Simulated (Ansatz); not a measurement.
**NaH: moving Na off its site**

NaH, Pm-3m, a = 2.955 Å (as given, not relaxed at this level: -0.4 GPa). This isn't the usual stable structure of the compound. Ansatz: PBEsol, PAW, 420 eV, Γ-centred 10×10×10 mesh on 2 atoms, Gaussian smearing 0.05 eV; no spin polarisation.

```
Na H
1.0
     2.95512    0.00000    0.00000
     0.00000    2.95512    0.00000
     0.00000    0.00000    2.95512
Na H
1 1
Cartesian
  0.0000 0.0000 0.0000
  1.4776 1.4776 1.4776
```

Atom 1 (Na) moves by x along the unit vector (-1.000, 0.000, 0.000), with its periodic images; all else is held. y is the free energy of the cell over the start, F the force along the path summed over the moved atoms. Symmetry makes y even in x.

```tsv
x (Å)	y (meV)	F (eV/Å)
-0.3000	?	?
-0.1500	4.84	0.06
0.0000	0.00	0.00
0.0375	0.30	-0.02
0.0750	1.21	-0.03
0.1125	2.73	-0.05
0.1875	7.57	-0.08
0.2250	10.89	-0.10
0.2625	14.81	-0.11
```

Question: Fit y = c2 x² + c4 x⁴ to the energies of the other rows, give the force constant, and predict energy and force of the missing row.

Answer: Least squares on the rows shown. y = 215.55 x² − 8.8073 x⁴. The force constant is 2 c2 = 0.431 eV/Å² (for all images moving together, not for a lone atom). With two atoms in a cubic cell this is the optical mode at Γ without the LO field: ω = 521.5 √(2 c2/μ) = 348 cm⁻¹ for μ = 0.97 u. The force −dy/dx at the missing row is 0.13 eV/Å (computed 0.13). At x = -0.3000 the fit asked for gives 19.33 meV. The run gave 19.32 meV, so the fit is 0.01 meV too high, a small miss on the scale of the series.